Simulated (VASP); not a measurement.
Ca: single point with PBE

Crystal: Ca.

```xyz
1
Lattice="-2.0940 2.1278 2.4132 2.1709 -2.1264 2.4779 2.0334 2.0659 -2.4119" Properties=species:S:1:pos:R:3 pbc="T T T"
Ca    0.0645   -0.0091    2.4755
```

The cell isn't the ideal one: cell strained at random at fixed volume.

```yaml
Program: VASP 6.6.1
Task: single point
Functional: PBE
Potentials_or_basis: VASP PAW PBE potentials, release 64 (Ca_sv)
Cutoff: 520 eV
k_mesh: 9 × 9 × 9
Occupations: fermi-dirac, width 0.05 eV
Spin: no spin polarisation
Further_INCAR_settings: ALGO = Normal; EDIFF = 1e-07; NBANDS = 11
```

The pressure is -0.4 GPa and the band gap on the k mesh is none (metal or under the smearing width).

Stress tensor (GPa, compression positive):
```
-0.51  0.28 -0.42
 0.28 -0.44 -0.05
-0.42 -0.05 -0.17
```

Levels at points of the mesh, in eV from the Fermi level:
| k point | band 3 | band 4 | band 5 | band 6 | band 7 | band 8 |
| --- | --- | --- | --- | --- | --- | --- |
| (0.00, 0.00, 0.00) | -23.02 | -23.01 | -4.02 | 2.06 | 2.21 | 2.74 |

It took 3.2 min on 1 thread of AMD EPYC 7R43 64-Core Processor (Zen 3), on a shared host, peak memory 0.26 GiB.
